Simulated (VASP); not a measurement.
A run of VASP 6.6.1 is set up as follows.

INCAR

```
  PREC = Accurate
  ENCUT = 520
  EDIFF = 1E-7
  ISMEAR = 0
  SIGMA = 0.1
  LREAL = False
  LASPH = True
  NELM = 100
  ALGO = Normal
  ISIF = 2
  LWAVE = False
  LCHARG = False
  GGA = PS
  NBANDS = 11
```

File KPOINTS:

```
regular mesh
0
Gamma
  6 6 6
```

The input POSCAR:

```
Ca
1.0
   -2.1205539259      2.1205539259      1.9396966357
    2.1205539259     -2.1205539259      1.9396966357
    2.1205539259      2.1205539259     -1.9396966357
Ca
1
Direct
    0.0000000000      0.0000000000      0.0000000000
```

Potentials or basis: VASP PAW PBE potentials, release 64 (Ca_sv).

The run is started by

```console
$ cat potpaw_PBE.64/Ca_sv/POTCAR > POTCAR
$ mpirun -np 1 vasp_std > vasp.out
```

(1) Predict the pressure.

(2) What does it give for the band gap on the k mesh?

Results:

(1) 3.1 GPa.

(2) none (metal or under the smearing width).

Caveat: the k mesh is coarse (spacing up to 0.37 Å⁻¹), so the values aren't converged; the PAW data sets were made with another functional, which shifts forces and pressure a little.
